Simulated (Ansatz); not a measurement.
Runs of Ansatz 0.2.0 on CdS (Hawleyite). It takes space group F-43m (No. 216, cubic). The conventional cell has a = 5.833 Å, b = 5.833 Å, c = 5.833 Å, α = 90.00°, β = 90.00°, γ = 90.00°. Around Cd (site symmetry -43m) lie 4 S at 2.53 Å. S (site symmetry -43m) is surrounded by 4 Cd at 2.53 Å. 

| task | level | spin | cell | k mesh | smearing | points for each segment of the path | atoms under strain | q mesh | gap on the mesh (eV) | pressure (GPa) |
| --- | --- | --- | --- | --- | --- | --- | --- | --- | --- | --- |
| band structure | revPBE | off | as given | 8 × 8 × 8 | fermi-dirac 0.05 eV | 14 | - | - | 1.28 | (b) |
| band structure | PBEsol | SOC, no magnetisation | as given | 6 × 6 × 6 | fermi-dirac 0.05 eV | 14 | - | - | 0.99 | -0.3 |
| relaxation of cell and atoms | revPBE | off | relaxed | 8 × 8 × 8 | fermi-dirac 0.05 eV | - | - | - | (c) | 0.0 |
| elastic constants | LDA | off | as given | 6 × 6 × 6 | fixed | - | relaxed | - | 0.86 | -2.5 |
| phonons | PBEsol | off | as given | 6 × 6 × 6 | fixed | 8 | - | 2 × 2 × 2 | (a) | - |

Alike in all rows: potentials or basis Ansatz PAW; cutoff (eV) 420.

Task: Fill in the values left out.

Result: (a) 1.00; (b) 4.5; (c) 1.12.

Caveats: the PAW data sets come from PBE, with cores solved anew for the run's functional, which leaves a small shift of forces and pressure; the plane-wave basis is chosen anew once the cell has moved, so the energies of steps on either side of that aren't comparable (some runs).

A k mesh can miss the band edges, and rows without SOC leave out spin-orbit coupling on Cd.

Runs at the PBE level aren't shown here.
